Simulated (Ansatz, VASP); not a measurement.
## One calculation of NiSb (Breithauptite), two programs

File INCAR:

```
SYSTEM = NiSb
  PREC = Accurate
  ENCUT = 520
  EDIFF = 1E-6
  ISMEAR = -1
  SIGMA = 0.05
  LREAL = .False.
  LASPH = .True.
  NELM = 150
  ALGO = Normal
  ISIF = 2
  LWAVE = .False.
  LCHARG = .True.
  ISPIN = 2
  MAGMOM = 0 0 1 1
  LORBIT = 11
  LMAXMIX = 4
  GGA = PS
  LELF = .True.
  LVHAR = .True.
  NBANDS = 27
```

File KPOINTS:

```
Automatic mesh
0
Gamma
  7 7 5
  0 0 0
```

The input POSCAR:

```
NiSb
1.0
    3.9280000000      0.0000000000      0.0000000000
   -1.9640000000      3.4017477861      0.0000000000
    0.0000000000      0.0000000000      5.1712000000
Sb Ni
2 2
Direct
    0.6666666667      0.3333333333      0.7500000000
    0.3333333333      0.6666666667      0.2500000000
    0.0000000000      0.0000000000      0.5000000000
    0.0000000000      0.0000000000      0.0000000000
```

File input.yaml:

```yaml
crystal:
  lattice:
    - [3.928, 0.0, 0.0]
    - [-1.964, 3.4017477861, 0.0]
    - [0.0, 0.0, 5.1712]
  atoms:
    - { symbol: Sb, position: [0.6666666667, 0.3333333333, 0.75] }
    - { symbol: Sb, position: [0.3333333333, 0.6666666667, 0.25] }
    - { symbol: Ni, position: [0.0, 0.0, 0.5], spin: 1.0 }
    - { symbol: Ni, position: [0.0, 0.0, 0.0], spin: 1.0 }
hamiltonian:
  xc: pbesol
  pseudopotentials: { kind: paw }
magnetization:
  spin_polarized: true
kpoints:
  mp_grid: { grid: [7, 7, 5] }
scf:
  occupations: { method: fermi_dirac, width: 0.05 }
output:
  forces: true
  stress: true
  eigenvalues: true
```

Alike in both runs: task single point; functional PBEsol; k mesh 7 × 7 × 5; occupations fermi-dirac, width 0.05 eV; collinear spin.

```csv
,VASP,Ansatz
version,VASP 6.6.1,Ansatz 0.2.0
potentials or method,"VASP PAW PBE potentials, release 64 (Sb, Ni)",Ansatz PAW
plane-wave cutoff (eV),520,420
valence electrons in the cell,30,66
```

Ansatz gave:

- gap on the k mesh at the Fermi level (eV): none
- pressure (GPa): -3.1
- largest component of the traceless stress (GPa): 1.17
- net moment per atom (μB): 0.00

Task: What did VASP give for the same quantities?

Result: gap on the k mesh at the Fermi level (eV): none; pressure (GPa): -3.0; largest component of the traceless stress (GPa): 1.10; net moment per atom (μB): 0.00.

A gap of «none» marks a metal or a gap that the smearing closes. The two sets of potentials don't hold the same shells in valence.

Caveats: the PAW data sets were made with another functional, which shifts forces and pressure a little (VASP); the PAW data sets come from PBE, with cores solved anew for the run's functional, which leaves a small shift of forces and pressure (Ansatz); the starting moments weren't kept (Ansatz). The runs have no spin-orbit coupling, so splittings on Sb are missing.
